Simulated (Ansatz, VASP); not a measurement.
# Cross-check of Cu (Cu wire along [110], 23 atoms a period) between VASP and Ansatz

Aim: how closely do two programs agree when they are given the same cell, functional and k mesh? The structure shown is the start of the Ansatz relaxation below; VASP solves that cell, so the two are compared at the walk's first step.

Method: plane waves, with VASP 6.6.1 beside it; single point at PBE, in Ansatz 0.2.0.

## (1) The starting structure

The cell holds 23 atoms: 23 Cu. Cell: a = 17.690 Å, b = 17.067 Å, c = 2.567 Å, α = 90.0°, β = 90.0°, γ = 90.0°. Vacuum lies along a and b. The structure's axis is c.

## (2) Ansatz: relaxation, PBE

Ansatz runs on its PAW soft_1 files.

The two programs are compared at the cell with which this relaxation starts, whose forces are those of its first step.

The input, input.yaml:

```yaml
crystal:
  lattice:
    - [17.69, 0.0, 0.0]
    - [0.0, 17.067, 0.0]
    - [0.0, 0.0, 2.5667976157]
  atoms:
    - { symbol: Cu, position: [0.294799322, 0.349610219, 0.0] }
    - { symbol: Cu, position: [0.294799322, 0.50000558, 0.0] }
    - { symbol: Cu, position: [0.5, 0.349610219, 0.0] }
    - { symbol: Cu, position: [0.5, 0.199214859, 0.0] }
    - { symbol: Cu, position: [0.5, 0.50000558, 0.0] }
    - { symbol: Cu, position: [0.705200678, 0.349610219, 0.0] }
    - { symbol: Cu, position: [0.705200678, 0.50000558, 0.0] }
    - { symbol: Cu, position: [0.192198982, 0.4248079, 0.5] }
    - { symbol: Cu, position: [0.192198982, 0.57520326, 0.5] }
    - { symbol: Cu, position: [0.397399661, 0.274412539, 0.5] }
    - { symbol: Cu, position: [0.397399661, 0.4248079, 0.5] }
    - { symbol: Cu, position: [0.397399661, 0.57520326, 0.5] }
    - { symbol: Cu, position: [0.397399661, 0.72559862, 0.5] }
    - { symbol: Cu, position: [0.602600339, 0.274412539, 0.5] }
    - { symbol: Cu, position: [0.602600339, 0.4248079, 0.5] }
    - { symbol: Cu, position: [0.602600339, 0.57520326, 0.5] }
    - { symbol: Cu, position: [0.602600339, 0.72559862, 0.5] }
    - { symbol: Cu, position: [0.807801018, 0.4248079, 0.5] }
    - { symbol: Cu, position: [0.807801018, 0.57520326, 0.5] }
    - { symbol: Cu, position: [0.294799322, 0.65040094, 0.0] }
    - { symbol: Cu, position: [0.5, 0.65040094, 0.0] }
    - { symbol: Cu, position: [0.5, 0.800796301, 0.0] }
    - { symbol: Cu, position: [0.705200678, 0.65040094, 0.0] }
kpoints:
  mp_grid: { grid: [1, 1, 32] }
scf:
  occupations: { method: fermi_dirac, width: 0.05 }
hamiltonian:
  xc: pbe
  pseudopotentials: { kind: paw, azcp: { folder: soft_1 } }
relax:
  cell: { fix: [a, b, alpha, beta, gamma] }
  max_steps: 45
  f_tol: 0.03
```

Launch:

```bash
> ansatz run input.yaml --threads 16 --pin off --max-ram 61440MiB --backend cuda --events-out ev --progress --plain --runs-dir out --max-vram 78GiB
```

Numbers of over 12 decimals in the logs are rounded to 6 here.

Output:

```text
Engine: ansatz 0.2.0, aarch64-unknown-linux-gnu
Pseudopotentials: kind: paw
Pseudopotential: Cu, paw, valence charge 19, recommended cutoff 420 eV (normal), soft_1/Cu.paw.azcp
Functional definition: PBE
  parameter kappa = 0.804
  parameter beta = 0.066725
  exchange = pbe_x(kappa = kappa, mu = beta*pi^2/3)
  correlation = pbe_c(beta = beta)
concurrent solve slots: 9 of 16 are kept, ahead of what memory takes: no pass of the eigensolver takes more rounds on 9
[...]
Crystal: 23 atoms, lattice volume = 774.955 Å³
Basis set: ecut = 420 eV, 15227 PW (Γ), exchange–correlation on 240×240×36 points (8 copies of the dense FFT grid, shifted against one another)
Bands: 263, of which v1, the nominal top of the filled ones, is band 219 counted from 1 (218 counted from 0)
Symmetry: 8 space group operations
Space group: Pmmm (ITA 47), of the structure as read, at distance tolerance 9.2e-5 Å
k-points: 17 of 32
Non-local potential: Cu, projectors of the file, l = 0: 3, l = 1: 2, l = 2: 3, l = 3: 1
PAW form: soft (Blöchl's): semilocal exchange-correlation on the pseudo side does not see the compensation charge
PAW one-centre angular grid: Cu, 590 points (default); XC on 64 Gauss nodes
Initial density: superposition of atomic densities (neutral atoms: chi_scale 0, normalization atom)
Initial wavefunctions: pseudopotential atomic-orbital guess
[...]
Functional: x = pbe(κ = 0.804, μ = 0.219515), c = pbe(β = 0.066725)
SCF iter   1: F=—  HF=-152387.345642 eV  |F-HF|=—  |Δ(HF+E_count)|=         —  Δρ=1.43e-1  dr2=9.79e1  ethr=3.10e-3  ⟨swp⟩=6.7  Hψ=18043  notcnv=0  defer=247
preconditioner: auto → LDOS  [metal: Δε(μ)=0.015 eV  Ē_g=6.997 eV  σ=0.050 eV  W_gap=0.08  n_scr=154 (ndim 8)  ℏωp=21.2 eV  f_vac=0.580  D(μ)=11.74/eV (n_scr^D=68)  β→1.0]
SCF iter   2: F=—  HF=-152483.555849 eV  |F-HF|=—  |Δ(HF+E_count)|=    9.62e1  Δρ=2.81e-1  dr2=3.52e2  ethr=3.10e-3  ⟨swp⟩=4.0  Hψ=13689  notcnv=0  defer=529  recentre
[...]
SCF iter  14: F=-152370.197737 eV  HF=-152370.197737 eV  |F-HF|=1.07e-8  |Δ(HF+E_count)|=   8.71e-7  Δρ=3.15e-6  dr2=4.55e-8  ethr=2.29e-11  ⟨swp⟩=4.3  Hψ=13299  notcnv=0
SCF 1 converged in 14 iterations: F = -152370.197737 eV  dr2 = 4.55e-8
  greatest PAW one-centre occupation: 1.000 electrons in one spin orbital (limit 2), on the Cu atom at site 18 (counted from 0), in its partial waves of l = 0
relax step   1: F+E_penalty+E_count = -152370.19773715 eV  Δ(F+E_penalty+E_count) = +0.000e0 eV  max|allowed force component| = 5.076e-1 eV/Å  Δτ_max = 0.0000 Å  P = -1.668 GPa  Ω = 774.955 Å³  fix = [a, b, alpha, beta, gamma]  reactions: a -1.451, b -1.390 GPa  (14 SCF iters, dr2 threshold 1.00e-7 eV, accepted)
[...]
relax step   2: F+E_penalty+E_count = -152370.38879664 eV  Δ(F+E_penalty+E_count) = -1.911e-1 eV  max|allowed force component| = 2.967e-1 eV/Å  Δτ_max = 0.0661 Å  P = -0.822 GPa  Ω = 767.785 Å³  energy of the carried Pulay correction = +2.051e-3 eV  fix = [a, b, alpha, beta, gamma]  reactions: a -0.673, b -0.668 GPa  (9 SCF iters, dr2 threshold 2.30e-6 eV, accepted)
[...]
relax step   3: F+E_penalty+E_count = -152370.46893354 eV  Δ(F+E_penalty+E_count) = -8.014e-2 eV  max|allowed force component| = 6.422e-2 eV/Å  Δτ_max = 0.0942 Å  P = +0.167 GPa  Ω = 758.692 Å³  energy of the carried Pulay correction = +4.681e-3 eV  fix = [a, b, alpha, beta, gamma]  reactions: a +0.166, b +0.146 GPa  (9 SCF iters, dr2 threshold 2.30e-6 eV, accepted)
[...]
relax step   4: F+E_penalty+E_count = -152370.47159854 eV  Δ(F+E_penalty+E_count) = -2.665e-3 eV  max|allowed force component| = 5.575e-3 eV/Å  Δτ_max = 0.0107 Å  P = -0.013 GPa  Ω = 759.432 Å³  energy of the carried Pulay correction = +4.465e-3 eV  fix = [a, b, alpha, beta, gamma]  reactions: a -0.010, b -0.033 GPa  (8 SCF iters, dr2 threshold 2.58e-7 eV, accepted)
[...]
relax step   5: F+E_penalty+E_count = -152370.46654784 eV  Δ(F+E_penalty+E_count) = +5.051e-3 eV  max|allowed force component| = 5.538e-3 eV/Å  Δτ_max = 0.0000 Å  P = -0.009 GPa  Ω = 759.432 Å³  fix = [a, b, alpha, beta, gamma]  reactions: a -0.007, b -0.030 GPa  stress off target by 1.13e-2 GPa on what of the cell is left free  SCF on the basis re-selected at this cell (its energy is not comparable with the rows above)  (9 SCF iters)
[...]
SCF converged after 9 iterations
[...]
k-point 16: bands = ["-109.6496", "-109.6496", "-109.6177", "-109.6177", "-109.6154", "-109.6154", "-109.6108", "-109.5907", "-109.5905", "-109.3320", "-109.3320", "-109.3320", "-109.3320", "-109.3271", "-109.3271", "-109.3271", "-109.3271", "-109.1743", "-109.1743", "-109.1565", "-109.1565", "-109.1538", "-109.1538", "-67.0741", "-67.0736", "-67.0546", "-67.0504", "-67.0433", "-67.0426", "-67.0393", "-67.0237", "- [...]
--- Relaxed structure (4 steps of the walk, 4 accepted, 1 SCFs on fresh bases) ---
  F+E_penalty+E_count = -152370.46654784 eV   max|allowed force component| = 5.538e-3 eV/Å   (the final SCF, on the basis selected at the relaxed cell)
  cell:  # Å, volume = 759.4323 Å³
    - [17.69, 0.0, 0.0]
    - [0.0, 17.067, 0.0]
    - [0.0, 0.0, 2.515382]
  atoms:
    - { symbol: Cu, position: [0.293986, 0.348343, 0.0] }
    - { symbol: Cu, position: [0.294529, 0.500000, 0.0] }
    - { symbol: Cu, position: [0.5, 0.351787, 0.0] }
    - { symbol: Cu, position: [0.5, 0.208383, 0.0] }
    - { symbol: Cu, position: [0.5, 0.500000, 0.0] }
    - { symbol: Cu, position: [0.706014, 0.348343, 0.0] }
    - { symbol: Cu, position: [0.705471, 0.500000, 0.0] }
    - { symbol: Cu, position: [0.196720, 0.425890, 0.5] }
    - { symbol: Cu, position: [0.196720, 0.574110, 0.5] }
    - { symbol: Cu, position: [0.395510, 0.276145, 0.5] }
    - { symbol: Cu, position: [0.396610, 0.425149, 0.5] }
    - { symbol: Cu, position: [0.396610, 0.574851, 0.5] }
    - { symbol: Cu, position: [0.395510, 0.723855, 0.5] }
    - { symbol: Cu, position: [0.604490, 0.276145, 0.5] }
    - { symbol: Cu, position: [0.603390, 0.425149, 0.5] }
    - { symbol: Cu, position: [0.603390, 0.574851, 0.5] }
    - { symbol: Cu, position: [0.604490, 0.723855, 0.5] }
    - { symbol: Cu, position: [0.803280, 0.425890, 0.5] }
    - { symbol: Cu, position: [0.803280, 0.574110, 0.5] }
    - { symbol: Cu, position: [0.293986, 0.651657, 0.0] }
    - { symbol: Cu, position: [0.5, 0.648213, 0.0] }
    - { symbol: Cu, position: [0.5, 0.791617, 0.0] }
    - { symbol: Cu, position: [0.706014, 0.651657, 0.0] }
```

The column dr2 measures how far the density is from self-consistency, as an energy; F and HF (Harris–Foulkes) agree once it is small.

[end of part 1 of 2]

[Lines on the potential files, build, host, timing and source positions are cut from VASP's logs without a mark.]

[Logs are printed without paths, hosts, clocks, repeated set-up lines and the standing remarks that a program may print on its own settings, such as how far it seeks lower states.]

[Hosts, paths, dates, database ids (printed as entryN), source tags and the programs' standing remarks are cut or masked in the printed files.]
